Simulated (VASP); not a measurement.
The system is Ag.

```
Ag
1.0
     0.00000    2.04275    2.04275
     2.04275    0.00000    2.04275
     2.04275    2.04275    0.00000
Ag
1
Direct
  0.00000 0.00000 0.00000
```

Base run:

```yaml
Program: VASP 6.6.1
Functional: MS2
Potentials_or_basis: VASP PAW PBE potentials, release 64 (Ag)
Cutoff: 520 eV
k_mesh: 11 × 11 × 11
Occupations: fermi-dirac, width 0.05 eV
Spin: no spin polarisation
```

Its results: pressure -1.9 GPa.

Question: The run is repeated on the same cell with these changes: functional from MS2 to PBEsol0; k mesh from 11 × 11 × 11 to 6 × 6 × 6. What comes out?

Answer: Pressure -0.7 GPa.

Several settings changed at once, so the effect can't be laid on one alone.

Caveats: some runs use coarse meshes; the PAW data sets were made with another functional, which shifts forces and pressure a little.
